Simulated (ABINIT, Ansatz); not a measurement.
## Converging GW for BP (F-43m) in ABINIT

Aim: raise bands and screening cutoff together for BP (F-43m) and follow gap and time.

Main program and level: ABINIT 10.8.3; PBE and many-body steps on it, plane waves.

## 1. Set-up

It takes space group F-43m (No. 216, cubic). The conventional cell has a = 4.538 Å, b = 4.538 Å, c = 4.538 Å, α = 90.00°, β = 90.00°, γ = 90.00°. Nearest to B lie 4 P at 1.97 Å. P has 4 B at 1.97 Å nearest. Farther neighbours are not listed.

The cell and positions come from the Crystallography Open Database and are kept as given unless a step says otherwise.

## 2. Empty states on the mesh, 6×6×6 mesh, 436 bands

This step: ABINIT 10.8.3; DFT, PBE, plane waves, norm-conserving pseudopotentials.

The sums over transitions need many empty states on a uniform mesh; this step solves for them.

The input, run.abi:

```
acell 3*1.0 Angstrom
rprim 
  0.000000000000 2.269000000000 2.269000000000
  2.269000000000 0.000000000000 2.269000000000
  2.269000000000 2.269000000000 0.000000000000
ntypat 2
znucl 5 15
natom 2
typat 1 2
xred 
  0.000000000000 0.000000000000 0.000000000000
  0.250000000000 0.250000000000 0.250000000000
pp_dirpath "pseudos"
pseudos "B.upf, P.upf"
ecut 34
ngkpt 6 6 6
nshiftk 1
shiftk 0 0 0
kptopt 1
chksymbreak 0
irdden 1
istwfk *1
nband 436
prtvol 0
optdriver 6
gwr_task "HDIAGO"
paral_kgb 0
occopt 1
indata_prefix "in"
outdata_prefix "out"
tmpdata_prefix "tmp"
```

Launch:

```console
$ OMP_NUM_THREADS=1 mpirun -n 4 abinit run.abi > log
```

The log of the run:

```text
.Version 10.8.3 of ABINIT. v10.8.2 released Aug 2026.

 Symmetries : space group F-4 3 m (#216); Bravais cF (face-center cubic)
[... echo of the input left out ...]
== DATASET  1 ==================================================================
-   mpi_nproc: 4, omp_nthreads: 1 (-1 if OMP is not activated)

--- !DatasetInfo
iteration_state: {dtset: 1, }
dimensions: {natom: 2, nkpt: 16, mband: 436, nsppol: 1, nspinor: 1, nspden: 1, mpw: 1524, }
cutoff_energies: {ecut:  34.0, pawecutdg:  -1.0, }
[...]
Indirect band gap semiconductor
 Fundamental gap:     1.347 (eV)
   VBM:     7.266 (eV) at k: [ 0.0000E+00,  0.0000E+00,  0.0000E+00]
   CBM:     8.613 (eV) at k: [ 5.0000E-01,  5.0000E-01,  0.0000E+00]
 Direct gap:         3.407 (eV) at k: [ 0.0000E+00,  0.0000E+00,  0.0000E+00]

== END DATASET(S) ==============================================================
================================================================================

 -outvars: echo values of variables after computation  --------
           etotal      0.0000000000E+00
            nband         436
             nkpt          16
          spgroup         216
 [... the other variables as echoed above ...]

 Calculation completed.
```

Run time: 12 s. Hardware: 4 MPI ranks of Intel Xeon 6975P-C (Granite Rapids), shared host; peak memory 0.77 GiB; 40 s of CPU time.

Numbers from this step:

```yaml
gap: 1.347 eV
k_of_the_valence_top: 0, 0, 0
k_of_the_conduction_bottom: 0.5, 0.5, 0
least_direct_gap: 3.407 eV
k_points_computed: 16
lowest_point_of_the_top_converged_band_above_the_valence_top: 376.2079 eV
```

On this mesh the gap is 1.347 eV.

The density comes from a self-consistent run that is not shown.

## 3. Screening, 6×6×6 mesh, 57 bands, screening to 152.4 eV

The RPA dielectric matrix is built and inverted for each q.

This step: RPA screening on PBE, plane waves, norm-conserving pseudopotentials.

Edit run.abi of step 2 so:

```diff
@@ -20,10 +20,11 @@
 chksymbreak 0
-irdden 1
 istwfk *1
-nband 436
-prtvol 0
-optdriver 6
-gwr_task "HDIAGO"
-paral_kgb 0
 occopt 1
+irdwfk 1
+optdriver 3
+nband 57
+ecuteps 5.6
+inclvkb 2
+awtr 1
+symchi 1
 indata_prefix "in"
```

The log of the run:

```text
.Version 10.8.3 of ABINIT. v10.8.2 released Aug 2026.

 Symmetries : space group F-4 3 m (#216); Bravais cF (face-center cubic)
[... echo of the input left out ...]
== DATASET  1 ==================================================================
-   mpi_nproc: 4, omp_nthreads: 1 (-1 if OMP is not activated)

--- !DatasetInfo
iteration_state: {dtset: 1, }
dimensions: {natom: 2, nkpt: 16, mband: 57, nsppol: 1, nspinor: 1, nspden: 1, mpw: 1524, }
cutoff_energies: {ecut:  34.0, pawecutdg:  -1.0, }
electrons: {nelect:   8.00000000E+00, charge:   0.00000000E+00, occopt:   1.00000000E+00, tsmear:   1.00000000E-02, }

 SCREENING: Calculation of the susceptibility and dielectric matrices

 Based on a program developped by R.W. Godby, V. Olevano, G. Onida, and L. Reining.
 Incorporated in ABINIT by V. Olevano, G.-M. Rignanese, and M. Torrent.
.Using double precision arithmetic ; gwpc =  8

[... cell and pseudopotentials left out ...]
--------------------------------------------------------------------------------

 ==== K-mesh for the wavefunctions ====
 Number of points in the irreducible wedge :    16
[... list of points left out ...]
 Together with 24 symmetry operations and time-reversal symmetry
 yields   216 points in the full Brillouin Zone.

 ==== Q-mesh for the screening function ====
 Number of points in the irreducible wedge :    16
[... list of points left out ...]
 Together with 24 symmetry operations and time-reversal symmetry
 yields   216 points in the full Brillouin Zone.

 setmesh: FFT mesh size selected  =    24x   24x   24
          total number of points  =        13824

 vcoul_init : cutoff-mode = AUXILIARY_FUNCTION
 q-points for optical limit:   1
     1)      0.000010    0.000020    0.000030

- screening: taking advantage of time-reversal symmetry
- Maximum band index for partially occupied states nbvw = 4
- Remaining bands to be divided among processors   nbcw = 53
- Number of bands treated by each node ~13

 Number of electrons calculated from density =    8.0000; Expected =    8.0000
 average of density, n =  0.050741
 r_s =    1.6757
 omega_plasma =   21.7288 [eV]

 calculating chi0 at frequencies [eV] :
  1    0.000000E+00    0.000000E+00
  2    0.000000E+00    2.172879E+01

--------------------------------------------------------------------------------
  q-point number  1        q = ( 0.000000, 0.000000, 0.000000) [r.l.u.]
--------------------------------------------------------------------------------
[... chi0 elements left out ...]
 For q-point:  0.000010 0.000020 0.000030
  dielectric constant =   9.7328
  dielectric constant without local fields =  10.6495

  Average fulfillment of the sum rule on Im[epsilon] for q-point    1 :     82.22  [%]
[... wings left out ...]
  q-point number  2        q = ( 0.166667, 0.000000, 0.000000) [r.l.u.]
--------------------------------------------------------------------------------
[... chi0 elements left out ...]
  Average fulfillment of the sum rule on Im[epsilon] for q-point    2 :     91.65  [%]

 [... 14 further q-points ...]
```

Run time: 24 s. Hardware: 4 MPI ranks; peak memory 0.6 GiB; 83 s of CPU time.

This step gave:

| Property | Result |
| --- | --- |
| ε∞ with local fields, on this mesh, along the program's q direction | 9.733 |
| the same without local fields | 10.65 |
| plasma frequency | 21.73 eV |
| plane waves in the screening matrix | 113 |

Local fields lower ε∞ by 9 %.

## 4. 57 bands, 152.4 eV

The self-energy is evaluated for the states that the input lists, and the levels follow from it, in one-shot runs by the linearised quasiparticle equation.

This step: G0W0 on PBE, plane waves, norm-conserving pseudopotentials.

Edit run.abi of step 3 so:

```diff
@@ -23,8 +23,17 @@
 irdwfk 1
-optdriver 3
+optdriver 4
 nband 57
+gwcalctyp 0
+ecutsigx 34
+symsigma 1
+nkptgw 2
+kptgw 
+  0.0000000000 0.0000000000 0.0000000000
+  0.5000000000 0.5000000000 0.0000000000
+bdgw 
+  2 7
+  3 6
 ecuteps 5.6
-inclvkb 2
-awtr 1
-symchi 1
+irdscr 1
+ppmodel 1
 indata_prefix "in"
```

The log of the run:

```text
.Version 10.8.3 of ABINIT. v10.8.2 released Aug 2026.

 Symmetries : space group F-4 3 m (#216); Bravais cF (face-center cubic)
[... echo of the input left out ...]
== DATASET  1 ==================================================================
-   mpi_nproc: 4, omp_nthreads: 1 (-1 if OMP is not activated)

--- !DatasetInfo
iteration_state: {dtset: 1, }
dimensions: {natom: 2, nkpt: 16, mband: 57, nsppol: 1, nspinor: 1, nspden: 1, mpw: 1524, }
cutoff_energies: {ecut:  34.0, pawecutdg:  -1.0, }
electrons: {nelect:   8.00000000E+00, charge:   0.00000000E+00, occopt:   1.00000000E+00, tsmear:   1.00000000E-02, }

 SIGMA: Calculation of the GW corrections

 Based on a program developped by R.W. Godby, V. Olevano, G. Onida, and L. Reining.
 Incorporated in ABINIT by V. Olevano, G.-M. Rignanese, and M. Torrent.
.Using double precision arithmetic ; gwpc =  8

[... cell and pseudopotentials left out ...]
--------------------------------------------------------------------------------

 ==== K-mesh for the wavefunctions ====
 Number of points in the irreducible wedge :    16
[... list of points left out ...]
 Together with 24 symmetry operations and time-reversal symmetry
 yields   216 points in the full Brillouin Zone.

 ==== Q-mesh for screening function ====
 Number of points in the irreducible wedge :    16
[... list of points left out ...]
 Together with 24 symmetry operations and time-reversal symmetry
 yields   216 points in the full Brillouin Zone.

 vcoul_init : cutoff-mode = AUXILIARY_FUNCTION
 q-points for optical limit:   1
     1)      0.000010    0.000020    0.000030
 setmesh: FFT mesh size selected  =    32x   32x   32
          total number of points  =        32768

 Number of electrons calculated from density =    8.0000; Expected =    8.0000
 average of density, n =  0.050741
 r_s =    1.6757
 omega_plasma =   21.7288 [eV]

 === KS Band Gaps ===
  >>>> For spin  1
   Minimum direct gap =   3.4068 [eV], located at k-point      :   0.0000  0.0000  0.0000
   Fundamental gap    =   1.3473 [eV], Top of valence bands at :   0.0000  0.0000  0.0000
                                       Bottom of conduction at :   0.5000  0.5000  0.0000
 SIGMA fundamental parameters:
 PLASMON POLE MODEL  1
 number of plane-waves for SigmaX                 1459
 number of plane-waves for SigmaC and W            113
 number of plane-waves for wavefunctions          1459
 number of bands                                    57
 number of independent spin polarizations            1
 number of spinorial components                      1
 number of k-points in IBZ                          16
 number of q-points in IBZ                          16
 number of symmetry operations                      24
 number of k-points in BZ                          216
 number of q-points in BZ                          216
 number of frequencies for dSigma/dE                 9
 frequency step for dSigma/dE [eV]                0.25
 number of omega for Sigma on real axis              0
 max omega for Sigma on real axis  [eV]           0.00
 zcut for avoiding poles [eV]                     0.10

 EPSILON^-1 parameters (SCR file):
 dimension of the eps^-1 matrix on file            113
 dimension of the eps^-1 matrix used               113
 number of plane-waves for wavefunctions          1459
 number of bands                                    57
 number of q-points in IBZ                          16
 number of frequencies                               2
 number of real frequencies                          1
 number of imag frequencies                          1

 matrix elements of self-energy operator (all in [eV])

 Perturbative Calculation

--- !SelfEnergy_ee
iteration_state: {dtset: 1, }
kpoint     : [   0.000,    0.000,    0.000, ]
spin       : 1
KS_gap     :    3.407
QP_gap     :    4.253
Delta_QP_KS:    0.847
data: !SigmaeeData |
     Band     E0 <VxcDFT>   SigX SigC(E0)      Z dSigC/dE  Sig(E)    E-E0       E
        2   7.266 -13.300 -15.048   1.174   0.793  -0.262 -13.755  -0.455   6.810
        3   7.266 -13.300 -15.048   1.174   0.793  -0.262 -13.755  -0.455   6.810
        4   7.266 -13.300 -15.048   1.174   0.793  -0.262 -13.755  -0.455   6.810
        5  10.672 -12.025  -7.238  -4.295   0.794  -0.259 -11.634   0.391  11.064
        6  10.672 -12.025  -7.238  -4.295   0.794  -0.259 -11.634   0.391  11.064
        7  10.672 -12.025  -7.238  -4.295   0.794  -0.259 -11.634   0.391  11.064

--- !SelfEnergy_ee
iteration_state: {dtset: 1, }
kpoint     : [   0.500,    0.500,    0.000, ]
spin       : 1
KS_gap     :    5.461
QP_gap     :    6.338
Delta_QP_KS:    0.877
data: !SigmaeeData |
     Band     E0 <VxcDFT>   SigX SigC(E0)      Z dSigC/dE  Sig(E)    E-E0       E
        3   3.152 -12.497 -15.992   2.624   0.774  -0.292 -13.171  -0.674   2.478
        4   3.152 -12.497 -15.992   2.624   0.774  -0.292 -13.171  -0.674   2.478
        5   8.613 -10.826  -6.523  -4.051   0.805  -0.242 -10.623   0.203   8.816
        6   8.933 -10.680  -6.271  -4.094   0.810  -0.234 -10.425   0.255   9.188

== END DATASET(S) ==============================================================
================================================================================

 -outvars: echo values of variables after computation  --------
           etotal      0.0000000000E+00
            nband          57
             nkpt          16
          spgroup         216
 [... the other variables as echoed above ...]

 Calculation completed.
```

The job ended after 5.2 s (4 MPI ranks; peak memory 0.53 GiB; 17 s of CPU time).

This step gave:

```
G0W0 gap on the points computed              : 2.006 eV
starting gap on the mesh                     : 1.347 eV
k of the valence top                         : 0, 0, 0
k of the conduction bottom                   : 0.5, 0.5, 0
Z at the valence top                         : 0.793
Z at the conduction bottom                   : 0.805
least direct G0W0 gap on the computed points : 4.254 eV
```

The gap on the mesh goes from 1.35 eV to 2.01 eV, a correction of +0.66 eV.

## 5. Screening, 6×6×6 mesh, 177 bands, screening to 283 eV

This step: RPA screening on PBE, plane waves, norm-conserving pseudopotentials.

Edit run.abi of step 4 so:

```diff
@@ -23,17 +23,8 @@
 irdwfk 1
-optdriver 4
-nband 57
-gwcalctyp 0
-ecutsigx 34
-symsigma 1
-nkptgw 2
-kptgw 
-  0.0000000000 0.0000000000 0.0000000000
-  0.5000000000 0.5000000000 0.0000000000
-bdgw 
-  2 7
-  3 6
-ecuteps 5.6
-irdscr 1
-ppmodel 1
+optdriver 3
+nband 177
+ecuteps 10.4
+inclvkb 2
+awtr 1
+symchi 1
 indata_prefix "in"
```

The log of the run:

```text
.Version 10.8.3 of ABINIT. v10.8.2 released Aug 2026.

 Symmetries : space group F-4 3 m (#216); Bravais cF (face-center cubic)
[... echo of the input left out ...]
== DATASET  1 ==================================================================
-   mpi_nproc: 4, omp_nthreads: 1 (-1 if OMP is not activated)

--- !DatasetInfo
iteration_state: {dtset: 1, }
dimensions: {natom: 2, nkpt: 16, mband: 177, nsppol: 1, nspinor: 1, nspden: 1, mpw: 1524, }
cutoff_energies: {ecut:  34.0, pawecutdg:  -1.0, }
electrons: {nelect:   8.00000000E+00, charge:   0.00000000E+00, occopt:   1.00000000E+00, tsmear:   1.00000000E-02, }

 SCREENING: Calculation of the susceptibility and dielectric matrices

 Based on a program developped by R.W. Godby, V. Olevano, G. Onida, and L. Reining.
 Incorporated in ABINIT by V. Olevano, G.-M. Rignanese, and M. Torrent.
.Using double precision arithmetic ; gwpc =  8

[... cell and pseudopotentials left out ...]
--------------------------------------------------------------------------------

 ==== K-mesh for the wavefunctions ====
 Number of points in the irreducible wedge :    16
[... list of points left out ...]
 Together with 24 symmetry operations and time-reversal symmetry
 yields   216 points in the full Brillouin Zone.

 ==== Q-mesh for the screening function ====
 Number of points in the irreducible wedge :    16
[... list of points left out ...]
 Together with 24 symmetry operations and time-reversal symmetry
 yields   216 points in the full Brillouin Zone.

 setmesh: FFT mesh size selected  =    25x   25x   25
          total number of points  =        15625

 vcoul_init : cutoff-mode = AUXILIARY_FUNCTION
 q-points for optical limit:   1
     1)      0.000010    0.000020    0.000030

- screening: taking advantage of time-reversal symmetry
- Maximum band index for partially occupied states nbvw = 4
- Remaining bands to be divided among processors   nbcw = 173
- Number of bands treated by each node ~43

 Number of electrons calculated from density =    8.0000; Expected =    8.0000
 average of density, n =  0.050741
 r_s =    1.6757
 omega_plasma =   21.7288 [eV]

 calculating chi0 at frequencies [eV] :
  1    0.000000E+00    0.000000E+00
  2    0.000000E+00    2.172879E+01

--------------------------------------------------------------------------------
  q-point number  1        q = ( 0.000000, 0.000000, 0.000000) [r.l.u.]
--------------------------------------------------------------------------------
[... chi0 elements left out ...]
 For q-point:  0.000010 0.000020 0.000030
  dielectric constant =   9.7363
  dielectric constant without local fields =  10.6503

  Average fulfillment of the sum rule on Im[epsilon] for q-point    1 :     94.75  [%]
[... wings left out ...]
  q-point number  2        q = ( 0.166667, 0.000000, 0.000000) [r.l.u.]
--------------------------------------------------------------------------------
[... chi0 elements left out ...]
  Average fulfillment of the sum rule on Im[epsilon] for q-point    2 :     95.91  [%]

 [... 14 further q-points ...]
```

It took 79 s on 4 MPI ranks; peak memory 1.2 GiB.

Numbers from this step:

| Property | Result |
| --- | --- |
| ε∞ with local fields, on this mesh, along the program's q direction | 9.736 |
| the same without local fields | 10.65 |
| plasma frequency | 21.73 eV |
| plane waves in the screening matrix | 259 |

[end of part 1 of 2]

[Paths, hosts, dates, memory and timing lines, banners, echoed tables and standing remarks are left out of the program output.]

[Logs are printed without paths, hosts, clocks, repeated set-up lines and the standing remarks that a program may print on its own settings, such as how far it seeks lower states.]

[Runs of the session that timed out or met a known fault of the program may be left out.]

[Hosts, paths, dates, database ids (printed as entryN), source tags and the programs' standing remarks are cut or masked in the printed files.]

[G0W0 gaps are taken among the corrected bands and points alone; a level outside them can change the order at an edge.]

[Where Ansatz stands beside ABINIT at settings called matched, ABINIT's density can come from a denser mesh and the files from another edition; pairs whose starting gaps differed by over 0.03 eV were left out, so agreement reads better than it is.]
